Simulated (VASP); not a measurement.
# SnO: convergence, relaxation of the atoms

SnO, P1 (no. 1), 4 atoms in the cell. AM05; PAW potentials Sn_d, O (PBE set). VASP 6.6.1.

Wanted: energy within 2 meV/atom; shortest distances from each atom, periodic images included within 0.005 Å.

What the run is for: geometry; Accuracy asked: standard.

POSCAR:
```
SnO
1.0
    3.8136952200      0.0000000000      0.0000000000
    0.0000000000      3.8136952200      0.0000000000
    0.0000000000      0.0000000000      4.8869133000
Sn O
2 2
Direct
    0.5086920000      0.0049790000      0.7540250000
    0.0155660000      0.5038830000      0.2432600000
   -0.0234290000     -0.0293280000      0.0021100000
    0.5290550000      0.5339140000     -0.0061630000
```

The series start from Plane-wave cutoff (eV): 520; k-point mesh: 4 × 4 × 3; Ionic threshold (EDIFFG): -0.01; Electronic threshold (eV): 1e-6; Precision mode (PREC): Accurate; Relaxation algorithm: IBRION=2; Electronic steps between moves: NELMIN=4 ALGO=Normal. Each series keeps the choices made before it, and each single choice may use up half of a tolerance.

## Plane-wave cutoff (eV)

| Plane-wave cutoff (eV) | Energy less reference (meV/atom) | Shortest distances from each atom, periodic images included, largest deviation (Å) | SCF iterations | Time (s) |
|---|---|---|---|---|
| 360 | -12.6 | 0.0007 | 77 | 58 |
| 400 | -6.4 | 0.0005 | 72 | 74 |
| 460 | 0.4 | 0.0004 | 82 | 98 |
| 520 | 1.8 | 0.0005 | 82 | 112 |
| 640 (reference) | 0.0 | 0.0000 | 80 | 135 |

## k-point mesh

| k-point mesh | Energy less reference (meV/atom) | Shortest distances from each atom, periodic images included, largest deviation (Å) | Time (s) |
|---|---|---|---|
| 2 × 2 × 2 | -23.5 | 0.0073 | 140 |
| 3 × 3 × 2 | -0.9 | 0.0015 | 98 |
| 4 × 4 × 3 | 2.1 | 0.0011 | 135 |
| 5 × 5 × 4 | 0.4 | 0.0002 | 163 |
| 6 × 6 × 5 (reference) | 0.0 | 0.0000 | 235 |

## Ionic threshold (EDIFFG)

| Ionic threshold (EDIFFG) | Energy less reference (meV/atom) | Shortest distances from each atom, periodic images included, largest deviation (Å) | SCF iterations | Time (s) |
|---|---|---|---|---|
| -0.1 | 0.1 | 0.0088 | 55 | 115 |
| -0.05 | 0.0 | 0.0043 | 60 | 127 |
| -0.02 | 0.0 | 0.0018 | 68 | 155 |
| -0.01 | 0.0 | 0.0018 | 68 | 163 |
| -0.005 | 0.0 | 0.0004 | 76 | 190 |
| -0.002 (reference) | 0.0 | 0.0000 | 92 | 262 |

## Electronic threshold (eV)

| Electronic threshold (eV) | Energy less reference (meV/atom) | Shortest distances from each atom, periodic images included, largest deviation (Å) | SCF iterations | Time (s) |
|---|---|---|---|---|
| 0.0001 | 0.0 | 0.0005 | 69 | 197 |
| 1e-5 | 0.0 | 0.0004 | 63 | 175 |
| 1e-6 | 0.0 | 0.0002 | 68 | 155 |
| 1e-7 (reference) | 0.0 | 0.0000 | 78 | 194 |

## Precision mode (PREC)

| Precision mode (PREC) | Energy less reference (meV/atom) | Shortest distances from each atom, periodic images included, largest deviation (Å) | SCF iterations | Time (s) |
|---|---|---|---|---|
| Normal | 0.0 | 0.0006 | 65 | 120 |
| Accurate (reference) | 0.0 | 0.0000 | 69 | 197 |

## Relaxation algorithm

| Relaxation algorithm | Energy less reference (meV/atom) | Shortest distances from each atom, periodic images included, largest deviation (Å) | SCF iterations | Time (s) |
|---|---|---|---|---|
| IBRION=2 | 0.0 | 0.0000 | 65 | 120 |
| IBRION=2 POTIM=0.2 | 0.0 | 0.0018 | 69 | 102 |
| IBRION=2 POTIM=0.8 | 0.0 | 0.0016 | 44 | 61 |
| IBRION=1 | 0.0 | 0.0038 | 37 | 52 |
| IBRION=1 POTIM=0.2 | 0.0 | 0.0036 | 49 | 69 |
| IBRION=1 POTIM=0.3 NFREE=9 | 0.0 | 0.0017 | 66 | 85 |
| IBRION=3 POTIM=0.2 SMASS=0.4 | 0.0 | 0.0018 | 86 | 109 |
| IBRION=3 POTIM=0.3 | 0.0 | 0.0012 | 54 | 64 |

## Electronic steps between moves

| Electronic steps between moves | Energy less reference (meV/atom) | Shortest distances from each atom, periodic images included, largest deviation (Å) | SCF iterations | Time (s) |
|---|---|---|---|---|
| NELMIN=4 ALGO=Normal | 0.0 | 0.0000 | 44 | 61 |
| ALGO=Normal | 0.0 | 0.0011 | 51 | 73 |
| NELMIN=4 MAXMIX=40 ALGO=Normal | 0.0 | 0.0008 | 49 | 62 |
| NELMIN=4 ALGO=Fast | 0.1 | 0.0064 | 47 | 52 |
| NELMIN=4 MAXMIX=40 ALGO=Fast | 0.0 | 0.0017 | 73 | 91 |

## Question

The rows run from the loosest to the tightest (no order: relaxation algorithm, electronic steps between moves). For each series: choose the loosest value from which every tighter one stays within half of the tolerance; where there is no order, keep the first row unless others stay within half of the tolerance and take at least 30 % less time, and then take the fastest.

## Answer

- Plane-wave cutoff (eV): 640, the tightest run, since the next looser one is off by more than half of the tolerance (convergence isn't shown beyond it)
- k-point mesh: 5 × 5 × 4
- Ionic threshold (EDIFFG): -0.02
- Electronic threshold (eV): 0.0001
- Precision mode (PREC): Normal
- Relaxation algorithm: IBRION=2 POTIM=0.8
- Electronic steps between moves: NELMIN=4 ALGO=Normal

## All choices together

| Input | Energy less reference (meV/atom) | Shortest distances from each atom, periodic images included, largest deviation (Å) | Time (s) |
|---|---|---|---|
| the program's defaults (naive) | -5.0 | 0.0038 | 16 |
| chosen settings | 0.4 | 0.0017 | 61 |
| reference settings throughout | 0.0 | 0.0000 | 254 |

The chosen settings stay within the tolerance of the reference run, but the reference itself isn't shown to be converged in: Plane-wave cutoff (eV).

## The input

INCAR:
```
  ALGO = Normal
  EDIFF = 1E-4
  EDIFFG = -0.02
  EFERMI = MIDGAP
  ENCUT = 640
  GGA = AM
  GGA_COMPAT = False
  IBRION = 2
  ISIF = 2
  ISMEAR = 0
  KPAR = 8
  LASPH = True
  LCHARG = False
  LREAL = False
  LWAVE = False
  NELM = 120
  NELMIN = 4
  NSW = 120
  POTIM = 0.8
  PREC = Normal
  SIGMA = 0.03
```

KPOINTS:
```
Automatic mesh
0
Gamma
  5 5 4
  0 0 0
```

Commands:
```
cat potpaw_PBE.64/Sn_d/POTCAR potpaw_PBE.64/O/POTCAR > POTCAR
mpirun -np 8 vasp_std > vasp.out
```

The chosen input took VASP 6.6.1 61 s on 8 cores (Intel Xeon Platinum 8488C (Sapphire Rapids)), a shared host.

## An input that fails: cutoff far too low

It runs to its end, but against the unchanged starting input it is off by 123.1 meV/atom in the energy, 0.0062 Å in the shortest distances from each atom, periodic images included.

Changes against the starting input:
```
- NSW = 120
- NELM = 120
- ENCUT = 520
+ NSW = 30
+ NELM = 90
+ ENCUT = 180
```
